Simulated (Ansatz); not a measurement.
# In3Sb: convergence and cost

This session on In3Sb sets out to sweep the occupation rule and width.

Method: DFT PBEsol, scalar-relativistic, plane waves, PAW, in Ansatz 0.2.0.

## (1) Starting point

Symmetry: Pm-3m, No. 221, cubic system. The conventional cell has a = 4.837 Å, b = 4.837 Å, c = 4.837 Å, α = 90.00°, β = 90.00°, γ = 90.00°. Around In (site symmetry 4/mmm) lie 8 In at 3.42 Å and 4 Sb at 3.42 Å. Sb (site symmetry m-3m) is surrounded by 12 In at 3.42 Å.

Structure file:

```
In Sb
1.0
     4.83696    0.00000    0.00000
     0.00000    4.83696    0.00000
     0.00000    0.00000    4.83696
In Sb
3 1
Cartesian
  2.4185 2.4185 0.0000
  2.4185 0.0000 2.4185
  0.0000 2.4185 2.4185
  0.0000 0.0000 0.0000
```

The structure comes from the Materials Project (structure only); it is used as listed.

## (2) The base input

Contents of input.yaml:

```yaml
crystal:
  lattice:
    - [4.836962, 0.0, 0.0]
    - [0.0, 4.836962, 0.0]
    - [0.0, 0.0, 4.836962]
  atoms:
    - { symbol: In, position: [0.5, 0.5, 0.0] }
    - { symbol: In, position: [0.5, 0.0, 0.5] }
    - { symbol: In, position: [0.0, 0.5, 0.5] }
    - { symbol: Sb, position: [0.0, 0.0, 0.0] }
basis:
  ecutwfc: 420
kpoints:
  mp_grid: { grid: [10, 10, 10] }
hamiltonian:
  xc: pbesol
scf:
  occupations: { method: gaussian, width: 0.1 }
output:
  forces: true
  stress: true
  eigenvalues: true
  populations: true
  write_density: true
  write_potential: true
  elf: true
  volumetric_format: npy
```

It was run beforehand and gave: -5746.0333 eV/atom at zero smearing, pressure -2.70 GPa, largest force 0.000 eV/Å, no gap on the mesh, in 7 SCF cycles and 16 s.

## (3) Occupation rule and width: Gaussian 0.05 eV

Contents of input.yaml:

```yaml
crystal:
  lattice:
    - [4.836962, 0.0, 0.0]
    - [0.0, 4.836962, 0.0]
    - [0.0, 0.0, 4.836962]
  atoms:
    - { symbol: In, position: [0.5, 0.5, 0.0] }
    - { symbol: In, position: [0.5, 0.0, 0.5] }
    - { symbol: In, position: [0.0, 0.5, 0.5] }
    - { symbol: Sb, position: [0.0, 0.0, 0.0] }
basis:
  ecutwfc: 420
kpoints:
  mp_grid: { grid: [10, 10, 10] }
hamiltonian:
  xc: pbesol
scf:
  occupations: { method: gaussian, width: 0.05 }
output:
  forces: true
  stress: true
  eigenvalues: true
```

Started as:

```
$ ansatz run input.yaml --threads 1 --pin off --max-ram 2560MiB --backend cpu --events-out ev --progress --plain --runs-dir out
```

## (4) Occupation rule and width set to Gaussian 0.2 eV

Edit input.yaml of step 3 so:

```diff
@@ -17,3 +17,3 @@
 scf:
-  occupations: { method: gaussian, width: 0.05 }
+  occupations: { method: gaussian, width: 0.2 }
 output:
```

## (5) Occupation rule and width: Gaussian 0.5 eV

Edit input.yaml of step 4 so:

```diff
@@ -17,3 +17,3 @@
 scf:
-  occupations: { method: gaussian, width: 0.2 }
+  occupations: { method: gaussian, width: 0.5 }
 output:
```

## (6) Occupation rule and width set to Fermi–Dirac 0.01 eV

Edit input.yaml of step 5 so:

```diff
@@ -17,3 +17,3 @@
 scf:
-  occupations: { method: gaussian, width: 0.5 }
+  occupations: { method: fermi_dirac, width: 0.01 }
 output:
```

## (7) Occupation rule and width set to Fermi–Dirac 0.02 eV

Edit input.yaml of step 6 so:

```diff
@@ -17,3 +17,3 @@
 scf:
-  occupations: { method: fermi_dirac, width: 0.01 }
+  occupations: { method: fermi_dirac, width: 0.02 }
 output:
```

## (8) Occupation rule and width: Fermi–Dirac 0.1 eV

Edit input.yaml of step 7 so:

```diff
@@ -17,3 +17,3 @@
 scf:
-  occupations: { method: fermi_dirac, width: 0.02 }
+  occupations: { method: fermi_dirac, width: 0.1 }
 output:
@@ -22 +22,5 @@
   eigenvalues: true
+  write_density: true
+  write_potential: true
+  elf: true
+  volumetric_format: npy
```

## (9) Occupation rule and width: Fermi–Dirac 0.5 eV

Edit input.yaml of step 8 so:

```diff
@@ -17,3 +17,3 @@
 scf:
-  occupations: { method: fermi_dirac, width: 0.1 }
+  occupations: { method: fermi_dirac, width: 0.5 }
 output:
@@ -22,5 +22 @@
   eigenvalues: true
-  write_density: true
-  write_potential: true
-  elf: true
-  volumetric_format: npy
```

## (10) Occupation rule and width: Methfessel–Paxton 0.01 eV

Edit input.yaml of step 9 so:

```diff
@@ -17,3 +17,3 @@
 scf:
-  occupations: { method: fermi_dirac, width: 0.5 }
+  occupations: { method: methfessel_paxton, width: 0.01 }
 output:
```

## (11) Occupation rule and width set to Methfessel–Paxton 0.1 eV

Edit input.yaml of step 10 so:

```diff
@@ -17,3 +17,3 @@
 scf:
-  occupations: { method: methfessel_paxton, width: 0.01 }
+  occupations: { method: methfessel_paxton, width: 0.1 }
 output:
```

## (12) Occupation rule and width set to Methfessel–Paxton 0.2 eV

Edit input.yaml of step 11 so:

```diff
@@ -17,3 +17,3 @@
 scf:
-  occupations: { method: methfessel_paxton, width: 0.1 }
+  occupations: { method: methfessel_paxton, width: 0.2 }
 output:
```

## (13) Occupation rule and width set to cold 0.02 eV

Edit input.yaml of step 12 so:

```diff
@@ -17,3 +17,3 @@
 scf:
-  occupations: { method: methfessel_paxton, width: 0.2 }
+  occupations: { method: cold, width: 0.02 }
 output:
```

## (14) Occupation rule and width: tetrahedron

Edit input.yaml of step 13 so:

```diff
@@ -17,3 +17,3 @@
 scf:
-  occupations: { method: cold, width: 0.02 }
+  occupations: { method: tetrahedron }
 output:
```

(Steps that only read results are left out.)

Q: Predict the outcome of the series: the values and the trend.

As calculated:

| quantity | value |
| --- | --- |
| largest energy shift, occupation rule and width | -1.73 meV/atom at Gaussian 0.5 |

**Reading.** Smearing shifts the free energy by as much as 209 meV/atom (Fermi–Dirac 0.5); extrapolating to zero width leaves 1.73 at most. For the widths that shift F most, the extrapolation takes out most of the shift. In a metal, forces and stress under tetrahedra need not match the slope of their energy. Spin-orbit coupling is left out for Sb.
